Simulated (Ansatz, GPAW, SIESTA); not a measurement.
## One calculation of Na2S, 3 ways

```
CELL_PARAMETERS angstrom
0.00000 3.27350 3.27350
3.27350 0.00000 3.27350
3.27350 3.27350 0.00000
ATOMIC_POSITIONS crystal
S 0.00000 0.00000 0.00000
Na 0.75000 0.75000 0.75000
Na 0.25000 0.25000 0.25000
```

Alike in all runs: task band structure; functional PBE; k mesh 7 × 7 × 7; occupations fermi-dirac, width 0.05 eV; no spin polarisation; no spin-orbit coupling. Pressure is positive in compression and, in plane waves, holds the error of the finite cutoff. Gaps are the smaller of the mesh's and the band path's.

| program and potentials | plane-wave cutoff (eV) | notes | band gap (eV) | pressure (GPa) |
| --- | --- | --- | --- | --- |
| SIESTA, files PseudoDojo sr-pbe-0.4.1-standard, DZP (energy shift 0.003 Ry; two zetas on semicore shells) | - | atomic basis; 8 valence electrons an atom on average | 2.49 | 0.76 |
| Ansatz, all-electron LAPW, scalar-relativistic | - | - | 2.48 | 0.30 |
| GPAW, GPAW PAW data sets (gpaw-data 1.2.1) | 800 | 6.67 valence electrons an atom on average | 2.49 | 0.25 |

The band gap spans 2.48 (Ansatz, all-electron LAPW, scalar-relativistic) to 2.49 eV (SIESTA, files PseudoDojo sr-pbe-0.4.1-standard, DZP (energy shift 0.003 Ry; two zetas on semicore shells)), with all-electron results at 2.48. The pressure spans 0.25 (GPAW, GPAW PAW data sets (gpaw-data 1.2.1)) to 0.76 GPa (SIESTA, files PseudoDojo sr-pbe-0.4.1-standard, DZP (energy shift 0.003 Ry; two zetas on semicore shells)), with all-electron results at 0.30. Rows in atomic bases carry the error of their basis and grid, which can be large.

Differences between rows come from potentials, basis sets and numerical settings, since the functional is the same but for its coding. Runs on potential files found faulty are left out.
